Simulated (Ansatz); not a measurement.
# Ta (P-1) in Ansatz: convergence with smearing width

Aim: find how far smearing width must go before the results for Ta settle, at HSE06. This setting moves, with any that are tied to it; all else stays.

Program: Ansatz 0.2.0. These are calculated values, not measurements. Logs are shortened: lines on timing, memory, paths and dates and some standing lists are left out, and cuts for length are marked.

## 1. The structure

The typed cell holds 1 atom: a = 2.878 Å, b = 2.876 Å, c = 2.867 Å, α = 107.90°, β = 109.43°, γ = 112.18°.

## 2. With smearing width 0.3 eV

input.yaml reads:

```yaml
crystal:
  lattice:
    - [-1.71384034, 1.6638007, 1.605951]
    - [1.69320357, -1.68230212, 1.60381565]
    - [1.68622365, 1.65468543, -1.62445243]
  atoms:
    - { symbol: Ta, position: [0.0, 0.0, 0.0] }
hamiltonian:
  xc: hse06
  pseudopotentials: { kind: paw }
kpoints:
  mp_grid: { grid: [6, 6, 6] }
scf:
  occupations: { method: methfessel_paxton, width: 0.3 }
output:
  forces: true
  stress: true
  eigenvalues: true
```

Potentials or basis: Ansatz PAW.

Launch:

```console
$ ansatz run input.yaml --threads 2 --pin off --max-ram 5632MiB --backend cpu --events-out ev --progress --plain --runs-dir out
```

Output:

```text
Warning: output.stress: scf.convergence.dr2_threshold = 1e-7 eV (the SCF's general default) is looser than the 1e-10 eV advised for a printed stress (1e-10 eV for each atom of the cell: 1). What an SCF threshold leaves in a stress goes as its square root, and in the free energy as the threshold itself, and one threshold admits the most on a small cell: of the crystals measured, under no hybrid functional and no lock of the moments, on runs that ended without the residual-converged pass, on stresses that held no estimate of that error, the worst erred by over 100 MPa in a component at 1e-7 eV an atom and by under 5 at 1e-10. Set scf.convergence.dr2_threshold to 1e-10 eV or tighter. The threshold is an SCF's pass mark: one that does not reach it within its budget of iterations ends unconverged, or closes short of it on a stop that the run arms, and scf.convergence.dr2_threshold's page says what that costs each kind of run
Warning: output.stress: scf.exx.energy_threshold = 1e-6 eV is looser than the 1e-8 eV advised for a stress under a hybrid functional (1e-8 eV for each atom of the cell: 1). Every SCF of the exchange loop can meet its threshold on dr2 while the loop round them stops early: no threshold on dr2 bounds what that leaves in the stress. Set scf.exx.energy_threshold to 1e-8 eV or tighter. The threshold is the loop's pass mark: a loop that does not reach it within its budget of cycles ends unconverged, and scf.exx.energy_threshold's page has the law
Warning: RAYON_NUM_THREADS=2 ignored (pool sized by the plan → 2); use --threads N
Engine: ansatz 0.2.0, aarch64-unknown-linux-gnu
Pseudopotentials: kind: paw
Pseudopotential: Ta, paw, valence charge 13, recommended cutoff 420 eV (normal), Ta.paw.azcp
Functional definition: HSE06
  parameter a = 0.25
  parameter omega = 0.11/bohr
  exchange = pbe_x - a*pbe_x_sr(omega) + a*exact_x_sr(omega)
  correlation = pbe_c
Crystal: 1 atoms, lattice volume = 17.996 Å³
Basis set: ecut = 420 eV, 353 PW (Γ), exchange–correlation on 40×40×40 points (8 copies of the dense FFT grid, shifted against one another)
Bands: 11, of which v1, the nominal top of the filled ones, is band 7 counted from 1 (6 counted from 0)
Symmetry: 2 space group operations
Space group: P-1 (ITA 2), of the structure as read, at distance tolerance 2.6e-5 Å
k-points: 112 of 216
Non-local potential: Ta, projectors of the file, l = 0: 3, l = 1: 2, l = 2: 2, l = 3: 1
PAW form: soft (Blöchl's): semilocal exchange-correlation on the pseudo side does not see the compensation charge
PAW frozen core: Ta, regenerated for the run's functional, and the local potential with it (the file was generated under x = pbe(κ = 0.804, μ = 0.2195149727645171), c = pbe(β = 0.06672455060314922))
PAW one-centre angular grid: Ta, 590 points (default); XC on 64 Gauss nodes
Initial density: superposition of atomic densities (neutral atoms: chi_scale 0, normalization atom), corrected by the library's trained network
Initial wavefunctions: pseudopotential atomic-orbital guess
Functional: x = pbe(κ = 0.804, μ = 0.2195149727645171), c = pbe(β = 0.06672455060314922), warm-up for x = pbe(κ = 0.804, μ = 0.2195149727645171) + 0.25 (exact − pbe) at short range (hse, ω = 0.20786987370883472 Å⁻¹), c = pbe(β = 0.06672455060314922); HSE06 as pw.x's `hse` composes it (authors' and Libxc's form: `xc: wpbeh`)
SCF iter   1: F=—  HF=-9932.170581 eV  |F-HF|=—  |Δ(HF+E_count)|=         —  Δρ=5.19e-3  dr2=4.40e-3  ethr=1.77e-3  ⟨swp⟩=6.1  Hψ=4885  notcnv=0
preconditioner: auto → none  [metal: Δε(μ)=0.004 eV  Ē_g=8.363 eV  σ=0.300 eV  W_gap=0.01  n_scr=0 (ndim 8)  ℏωp=19.6 eV  f_vac=0.000  D(μ)=2.37/eV (n_scr^D=42)]
iter 2 solved again at ethr=1.32e-6 eV; its pass at ethr=3.39e-5 eV (dr2=1.71e-4 eV) is discarded
SCF iter   2: F=—  HF=-9932.168638 eV  |F-HF|=—  |Δ(HF+E_count)|=   1.94e-3  S|Δr|=    0.00e0  Δρ=1.48e-3  dr2=1.68e-4  ethr=1.32e-6  ⟨swp⟩=2.2  Hψ=4510  notcnv=0
SCF iter   3: F=—  HF=-9932.168628 eV  |F-HF|=—  |Δ(HF+E_count)|=   1.01e-5  S|Δr|=    0.00e0  Δρ=4.33e-4  dr2=6.99e-6  ethr=1.29e-6  ⟨swp⟩=3.0  Hψ=2531  notcnv=0
SCF iter   4: F=—  HF=-9932.168636 eV  |F-HF|=—  |Δ(HF+E_count)|=   8.26e-6  S|Δr|=    0.00e0  Δρ=3.95e-5  dr2=9.37e-8  ethr=5.38e-8  ⟨swp⟩=2.9  Hψ=2159  notcnv=0
SCF iter   5: F=—  HF=-9932.168637 eV  |F-HF|=—  |Δ(HF+E_count)|=   9.13e-8  S|Δr|=    0.00e0  Δρ=6.41e-6  dr2=3.87e-9  ethr=7.20e-10  ⟨swp⟩=3.0  Hψ=2449  notcnv=0
SCF iter   6: F=-9932.168637 eV  HF=-9932.168637 eV  |F-HF|=8.19e-11  |Δ(HF+E_count)|=  1.55e-10  S|Δr|=    0.00e0  Δρ=1.06e-6  dr2=1.34e-10  ethr=2.98e-11  ⟨swp⟩=2.4  Hψ=2053  notcnv=0
SCF 1 converged in 6 iterations: F = -9932.168637 eV  dr2 = 1.34e-10
Initial density: handed on by an earlier stage of this run
Initial wavefunctions: those handed on with the density
Functional: x = pbe(κ = 0.804, μ = 0.2195149727645171) + 0.25 (exact − pbe) at short range (hse, ω = 0.20786987370883472 Å⁻¹), c = pbe(β = 0.06672455060314922); HSE06 as pw.x's `hse` composes it (authors' and Libxc's form: `xc: wpbeh`)
Exchange kernel: α = 0.2500, screened, ω = 0.2079 Å⁻¹, Wigner–Seitz truncation, v(0) = 1037.3397 eV·Å³, q-mesh 6×6×6, nearest image of the exchange supercell L = 16.93 Å, pair-density grid 12×12×12, without the augmentation charges, whose exchange is taken in its separable form by FFT convolution over the k-point mesh (sized by the pseudopotential files, 16×16×16 at the most), smooth part of the exact exchange by density-matrix convolution
Frozen-core exchange: fock
iter 1 solved again at ethr=1.10e-4 eV; its pass at ethr=1.00e-1 eV (dr2=1.42e-2 eV) is discarded
SCF iter   1: F=—  HF=-9932.661254 eV  |F-HF|=—  |Δ(HF+E_count)|=         —  Δρ=8.43e-3  dr2=1.64e-2  ethr=1.10e-4  ⟨swp⟩=3.2  Hψ=5224  notcnv=0
preconditioner: auto → none  [metal: Δε(μ)=0.026 eV  Ē_g=9.461 eV  σ=0.300 eV  W_gap=0.07  n_scr=0 (ndim 8)  ℏωp=19.6 eV  f_vac=0.000  D(μ)=1.99/eV (n_scr^D=18)]
SCF iter   2: F=—  HF=-9932.654127 eV  |F-HF|=—  |Δ(HF+E_count)|=   7.13e-3  S|Δr|=    0.00e0  Δρ=2.24e-3  dr2=3.30e-3  ethr=1.10e-4  ⟨swp⟩=3.0  Hψ=2224  notcnv=0
SCF iter   3: F=—  HF=-9932.653917 eV  |F-HF|=—  |Δ(HF+E_count)|=   2.10e-4  S|Δr|=    0.00e0  Δρ=6.57e-4  dr2=2.40e-3  ethr=5.28e-6  ⟨swp⟩=3.0  Hψ=2548  notcnv=0
SCF iter   4: F=—  HF=-9932.661499 eV  |F-HF|=—  |Δ(HF+E_count)|=   7.58e-3  S|Δr|=    0.00e0  Δρ=1.39e-3  dr2=1.30e-3  ethr=1.80e-7  ⟨swp⟩=4.1  Hψ=3528  notcnv=0
SCF iter   5: F=—  HF=-9932.663237 eV  |F-HF|=—  |Δ(HF+E_count)|=   1.74e-3  S|Δr|=    0.00e0  Δρ=4.77e-4  dr2=3.16e-5  ethr=1.80e-7  ⟨swp⟩=4.1  Hψ=3343  notcnv=0
SCF iter   6: F=-9932.663244 eV  HF=-9932.663244 eV  |F-HF|=3.67e-7  |Δ(HF+E_count)|=   6.81e-6  S|Δr|=    0.00e0  Δρ=8.64e-5  dr2=1.47e-6  ethr=1.80e-7  ⟨swp⟩=3.0  Hψ=2314  notcnv=0  defer=1
SCF 2 stopped early in 6 iterations: F = -9932.663244 eV  dr2 = 1.47e-6
hybrid outer 1: dexx = +1.300e-2 eV, tail = 1.17e-5 eV
Exchange kernel: α = 0.2500, screened, ω = 0.2079 Å⁻¹, Wigner–Seitz truncation, v(0) = 1037.3397 eV·Å³, q-mesh 6×6×6, nearest image of the exchange supercell L = 16.93 Å, pair-density grid 12×12×12, without the augmentation charges, whose exchange is taken in its separable form by FFT convolution over the k-point mesh (sized by the pseudopotential files, 16×16×16 at the most), smooth part of the exact exchange by density-matrix convolution
Frozen-core exchange: fock
SCF iter   1: F=—  HF=-9932.663120 eV  |F-HF|=—  |Δ(HF+E_count)|=         —  Δρ=1.17e-4  dr2=1.09e-6  ethr=4.49e-7  ⟨swp⟩=4.0  Hψ=3486  notcnv=0
preconditioner: auto → none  [metal: Δε(μ)=0.019 eV  Ē_g=9.426 eV  σ=0.300 eV  W_gap=0.05  n_scr=0 (ndim 8)  ℏωp=19.6 eV  f_vac=0.000  D(μ)=1.88/eV (n_scr^D=18)]
SCF iter   2: F=—  HF=-9932.663121 eV  |F-HF|=—  |Δ(HF+E_count)|=   3.05e-7  S|Δr|=    0.00e0  Δρ=6.42e-5  dr2=3.20e-7  ethr=7.40e-9  ⟨swp⟩=3.0  Hψ=2220  notcnv=0  defer=1
SCF iter   3: F=-9932.663121 eV  HF=-9932.663121 eV  |F-HF|=4.88e-9  |Δ(HF+E_count)|=   9.14e-8  S|Δr|=    0.00e0  Δρ=6.59e-6  dr2=1.12e-8  ethr=2.35e-9  ⟨swp⟩=2.1  Hψ=2011  notcnv=0  defer=6
SCF 3 converged in 3 iterations: F = -9932.663121 eV  dr2 = 1.12e-8
  Residual-converged pass: ⟨swp⟩=3.6  Hψ=2809  notcnv=0  max |occ|·‖R‖ = 2.4e-6 eV (tolerance 2.4e-6 eV)  dr2=1.05e-8  dr2_onsite=1.97e-10  max |Δocc| = 3.8e-10
hybrid outer 2: dexx = +9.528e-7 eV, tail = 2.78e-8 eV, Δε = 2.78e-3 eV (about 1.70e-4 eV left of the loop's levels)
hybrid SCF converged: 2 outer / 9 inner (+6 warm-up), last move |dexx| = 9.53e-7 eV, tail = 2.78e-8 eV
Stability not checked: this state was not tested for a lower state beside it, because the functional holds exact exchange (a hybrid, or Hartree-Fock), whose exchange loop this test does not read (fock_operator; see scf.lower_state_search)
Free energy (F): -9932.663121 eV
Frozen-core exchange: fock
Harris-Foulkes:  -9932.663121 eV  (|F-HF|=4.88e-9)
Internal energy: -9932.651724 eV  (E = F + TS)
E sigma→0 (E₀):  -9932.660271 eV
Entropy (-TS):   -0.011397 eV (-11.397 meV/atom)
Fermi energy:    18.414949 eV
--- Per-component energies (eV) ---
  E_band       = -128.078959
  E_kinetic    = 364.392599
  E_local      = -541.271824  (includes V_loc(G=0)·N_el)
  E_nonlocal   = 16.655990
  E_hartree    = 186.769953
  E_xc         = -174.256332
  E_vxc        = -162.028849  (∫ρ·V_xc dr)
  E_exx        = -35.762269  (= α·E_x^exact, valence–valence)
  E_paw        = -8404.785668  (= ΣΔE_a)
  E_vpaw       = -107.843815  (= ΣTr[D̂ρ^β])
  E_aug_tail   = 0.000144  (compensation charges beyond the density's cutoff)
  E_ewald      = -1341.041339
  E_core_change = -3.352986  (= ΣΔE_core)
  E_smearing   = -0.011397  (= −TS)
  E_closure    = 0.000007  (closes the sum)
  Σ components = -9932.663121   (vs F -9932.663121, Δ=0.00e0)
--- Forces (eV/Å), atoms counted from 1 ---
  atom   1  Ta     0.00000000     0.00000000     0.00000000
  max |Σ_I F_I| component: 0.00e0 eV/Å
--- Stress (GPa, compression-positive) ---
        4.173653       1.825024      -0.352357
        1.825025       2.031588      -1.428250
       -0.352358      -1.428250       5.369515
  P = ⅓ Tr σ = 3.8583 GPa (38.583 kbar)
--- Band table (eV; the first three rows and the last of 112) ---
  k-point 0: bands = ["-52.3084", "-16.8035", "-16.7754", "-16.7231", "9.4962", "19.2437", "19.7840", "20.1422", "22.9267", "23.8089", "33.5470"]
  k-point 1: bands = ["-52.2729", "-17.1173", "-16.8655", "-16.7961", "10.7708", "18.9592", "19.2476", "21.0703", "22.0092", "23.5944", "34.5407"]
  k-point 2: bands = ["-52.2013", "-17.8225", "-17.0706", "-16.7813", "13.0633", "17.8994", "18.3434", "22.4576", "23.6346", "24.4553", "32.7221"]
  k-point 111: bands = ["-52.0706", "-17.7650", "-17.6779", "-17.5841", "14.0812", "14.2002", "26.0382", "26.2080", "26.5464", "27.1989", "27.7287"]
```

Run time: 17 s. Hardware: 2 threads of Arm Neoverse V1, shared host; peak memory 0.69 GiB.

What came out:

```yaml
Free_energy: -9932.6631 eV
Pressure: 3.9 GPa
Band_gap_on_the_k_mesh: none (metal or under the smearing width)
```

## 3. With smearing width 0.2 eV

Changes to input.yaml since step 2:

```diff
@@ -13,3 +13,3 @@
 scf:
-  occupations: { method: methfessel_paxton, width: 0.3 }
+  occupations: { method: methfessel_paxton, width: 0.2 }
 output:
```

Potentials or basis: Ansatz PAW.

Launch:

```console
$ ansatz run input.yaml --threads 2 --pin off --max-ram 5632MiB --backend cpu --events-out ev --progress --plain --runs-dir out
```

Run time: 17 s. Hardware: 2 threads of Arm Neoverse V1, shared host; peak memory 0.69 GiB.

Results:

```
Free energy            : -9932.6607 eV
Pressure               : 3.7 GPa
Band gap on the k mesh : none (metal or under the smearing width)
```

## 4. With smearing width 0.15 eV

Changes to input.yaml since step 3:

```diff
@@ -13,3 +13,3 @@
 scf:
-  occupations: { method: methfessel_paxton, width: 0.2 }
+  occupations: { method: methfessel_paxton, width: 0.15 }
 output:
```

Launch:

```console
$ ansatz run input.yaml --threads 2 --pin off --max-ram 5632MiB --backend cpu --events-out ev --progress --plain --runs-dir out
```

It took 17 s on 2 threads of Arm Neoverse V1, shared host; peak memory 0.69 GiB.

Results:

```
Free energy            : -9932.6606 eV
Pressure               : 3.6 GPa
Band gap on the k mesh : none (metal or under the smearing width)
```

## 5. With smearing width 0.1 eV

Changes to input.yaml since step 4:

```diff
@@ -13,3 +13,3 @@
 scf:
-  occupations: { method: methfessel_paxton, width: 0.15 }
+  occupations: { method: methfessel_paxton, width: 0.1 }
 output:
```

Launch:

```console
$ ansatz run input.yaml --threads 2 --pin off --max-ram 5632MiB --backend cpu --events-out ev --progress --plain --runs-dir out
```

Wall time 17 s (2 threads of Arm Neoverse V1, shared host); peak memory 0.69 GiB.

Results:

```yaml
Free_energy: -9932.6611 eV
Pressure: 3.4 GPa
Band_gap_on_the_k_mesh: none (metal or under the smearing width)
```

## 6. With smearing width 0.05 eV

Changes to input.yaml since step 5:

```diff
@@ -13,3 +13,3 @@
 scf:
-  occupations: { method: methfessel_paxton, width: 0.1 }
+  occupations: { method: methfessel_paxton, width: 0.05 }
 output:
```

Potentials or basis: Ansatz PAW.

Launch:

```console
$ ansatz run input.yaml --threads 2 --pin off --max-ram 5632MiB --backend cpu --events-out ev --progress --plain --runs-dir out
```

Run time: 24 s. Hardware: 2 threads of Arm Neoverse V1, shared host; peak memory 0.7 GiB.

It converged, with:

- Free energy: -9932.6617 eV
- Pressure: 3.5 GPa
- Band gap on the k mesh: none (metal or under the smearing width)

## 7. With smearing width 0.025 eV

Changes to input.yaml since step 6:

```diff
@@ -13,3 +13,3 @@
 scf:
-  occupations: { method: methfessel_paxton, width: 0.05 }
+  occupations: { method: methfessel_paxton, width: 0.025 }
 output:
```

Launch:

```console
$ ansatz run input.yaml --threads 2 --pin off --max-ram 5632MiB --backend cpu --events-out ev --progress --plain --runs-dir out
```

It took 27 s on 2 threads of Arm Neoverse V1, shared host; peak memory 0.71 GiB.

The run converged. Its results:

| Quantity | Value |
| --- | --- |
| Free energy | -9932.6619 eV |
| Pressure | 3.4 GPa |
| Band gap on the k mesh | none (metal or under the smearing width) |

## 8. With smearing width 0.01 eV

Changes to input.yaml since step 7:

```diff
@@ -13,3 +13,3 @@
 scf:
-  occupations: { method: methfessel_paxton, width: 0.025 }
+  occupations: { method: methfessel_paxton, width: 0.01 }
 output:
```

Launch:

```console
$ ansatz run input.yaml --threads 2 --pin off --max-ram 5632MiB --backend cpu --events-out ev --progress --plain --runs-dir out
```

It took 25 s on 2 threads of Arm Neoverse V1, shared host; peak memory 0.69 GiB.

It converged, with:

```yaml
Free_energy: -9932.6617 eV
Pressure: 3.1 GPa
Band_gap_on_the_k_mesh: none (metal or under the smearing width)
```

## 9. With smearing width 0.005 eV

Changes to input.yaml since step 8:

```diff
@@ -13,3 +13,3 @@
 scf:
-  occupations: { method: methfessel_paxton, width: 0.01 }
+  occupations: { method: methfessel_paxton, width: 0.005 }
 output:
```

Potentials or basis: Ansatz PAW.

Launch:

```console
$ ansatz run input.yaml --threads 2 --pin off --max-ram 5632MiB --backend cpu --events-out ev --progress --plain --runs-dir out
```

It took 27 s on 2 threads of Arm Neoverse V1, shared host; peak memory 0.69 GiB.

It converged, with:

- Free energy: -9932.6617 eV
- Pressure: 3.1 GPa
- Band gap on the k mesh: none (metal or under the smearing width)

## 10. Result

```tsv
smearing width	energy less the tightest run, at zero smearing (meV/atom)	pressure (GPa)	SCF cycles	CPU time (s)	peak memory (GiB)
0.3 eV	1.42	3.86	15	29	0.69
0.2 eV	1.43	3.72	16	30	0.69
0.15 eV	0.85	3.56	15	29	0.69
0.1 eV	0.27	3.41	16	30	0.69
0.05 eV	-0.13	3.52	42	43	0.7
0.025 eV	-0.19	3.36	50	49	0.71
0.01 eV	-0.01	3.14	41	44	0.69
0.005 eV	0.00	3.14	51	49	0.69
```

Against the tightest run, the energy stays within 1 meV/atom from 0.15 eV on; the pressure stays within 0.1 GPa from 0.01 eV on. Narrower smearing needs a denser k mesh, so at a fixed mesh the narrowest width isn't the most accurate. The tightest run that finished is the yardstick and may itself not be fully converged.

Caveats: all runs use coarse meshes; the PAW data sets come from PBE, with cores solved anew for the run's functional, which leaves a small shift of forces and pressure; the thresholds are loose for stress.
